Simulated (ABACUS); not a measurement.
## KI in ABACUS: convergence with k mesh

Input of the first run (k mesh 1 × 1 × 1); the others differ in this setting and in those tied to it:

INPUT

```
INPUT_PARAMETERS
suffix              KI
calculation         scf
basis_type          lcao
pseudo_dir          ./
orbital_dir         ./
symmetry            1
dft_functional      pbesol
ecutwfc             100
pseudo_rcut         10
nspin               1
nbands              12
ks_solver           scalapack_gvx
smearing_method     mv
smearing_sigma      0.00734986
scf_thr             1e-07
scf_nmax            100
mixing_type         broyden
mixing_beta         0.7
cal_force           1
cal_stress          1
out_mul             1
```

STRU

```
ATOMIC_SPECIES
I 126.9045 I.upf
K 39.0983 K.upf

NUMERICAL_ORBITAL
I_confined-atom_8au_3s3p2d1f.orb
K_confined-atom_10au_4s3p2d1f.orb

LATTICE_CONSTANT
1.8897261246

LATTICE_VECTORS
0.0000000000 3.5327750000 3.5327750000
3.5327750000 0.0000000000 3.5327750000
3.5327750000 3.5327750000 0.0000000000

ATOMIC_POSITIONS
Direct

I
0.0
1
0.4983650000 0.4988120000 0.5027560000 1 1 1

K
0.0
1
0.0050530000 -0.0031020000 -0.0056050000 1 1 1
```

KPT

```
K_POINTS
0
Gamma
1 1 1 0 0 0
```

Potentials or basis: PseudoDojo NC SR 0.4.1 PBE standard, TZDP LCAO (the cutoffs set its grid).

Run with:

```console
$ OMP_NUM_THREADS=1 mpirun -np 4 abacus > log
```

The cell isn't the ideal one: atoms moved at random.

Hardware: 4 MPI ranks on Intel(R) Xeon(R) 6975P-C (Granite Rapids) (shared host).

The values tried are 1 × 1 × 1, 2 × 2 × 2, 3 × 3 × 3, 4 × 4 × 4, 5 × 5 × 5, 6 × 6 × 6, 8 × 8 × 8, loosest first. From which on does the largest force stay within 0.005 eV/Å of the tightest run that finished?

From 3 × 3 × 3 on.

| k mesh | energy less the tightest run, at zero smearing (meV/atom) | pressure (GPa) | largest force (eV/Å) | gap on the mesh (eV) | SCF cycles | CPU time (s) |
| --- | --- | --- | --- | --- | --- | --- |
| 1 × 1 × 1 | 1788.82 | 11.42 | 0.102 | 3.448 | 10 | 45 |
| 2 × 2 × 2 | 80.05 | 0.53 | 0.035 | 3.839 | 10 | 44 |
| 3 × 3 × 3 | 5.30 | -0.13 | 0.040 | 3.866 | 10 | 44 |
| 4 × 4 × 4 | 0.50 | -0.19 | 0.040 | 3.869 | 10 | 53 |
| 5 × 5 × 5 | 0.05 | -0.19 | 0.040 | 3.869 | 10 | 56 |
| 6 × 6 × 6 | 0.01 | -0.19 | 0.040 | 3.869 | 10 | 68 |
| 8 × 8 × 8 | 0.00 | -0.19 | 0.040 | 3.869 | 10 | 100 |

Against the tightest run, the energy stays within 1 meV/atom from 4 × 4 × 4 on; the pressure stays within 0.1 GPa from 3 × 3 × 3 on; the gap on the mesh stays within 0.01 eV from 3 × 3 × 3 on. Meshes of other sizes hit other points, so gaps and Fermi surfaces needn't settle smoothly. The tightest run that finished is the yardstick and may itself not be fully converged.

Caveat, for the tightest run too: the atomic orbitals were generated for these runs and aren't a published set; the potentials were made for another functional, which shifts forces and pressure; spin-orbit coupling is left out, which moves the levels of the heavy elements; the basis of atomic orbitals isn't converged, which shifts pressures, moduli and gaps.
